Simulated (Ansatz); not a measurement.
## W in Ansatz: the effect of target pressure

W:

```
CELL_PARAMETERS angstrom
0.00000 2.03000 2.03000
2.03000 0.00000 2.03000
2.03000 2.03000 0.00000
ATOMIC_POSITIONS crystal
W 0.00000 0.00000 0.00000
```

This isn't the form of W at room conditions, which is bcc.

Alike in all runs:

- Program: Ansatz 0.2.0
- Task: relaxation of cell and atoms
- Functional: PBEsol
- Potentials or basis: all-electron LAPW, scalar-relativistic
- Basis error allowed: 0.001 eV/atom
- k mesh: 11 × 11 × 11
- Occupations: fermi-dirac, width 0.05 eV
- Spin: no spin polarisation

Each run relaxes the cell or the atoms first.

| target pressure | relaxed volume (Å³/atom) |
| --- | --- |
| 0 GPa | ? |
| 5 GPa | 15.75 |
| 10 GPa | 15.52 |
| 20 GPa | 15.11 |
| 30 GPa | 14.73 |

Question: What does the run with target pressure 0 GPa give?

Answer: Relaxed volume 16.00 Å³/atom.

Worked out: In Murnaghan's law V^(-B') rises as a straight line in P. The other rows fit best with B' = 2.9, V0 = 15.99 Å³/atom and B0 = 325 GPa, which gives 15.99 Å³/atom at 0 GPa, against the run's 16.00.
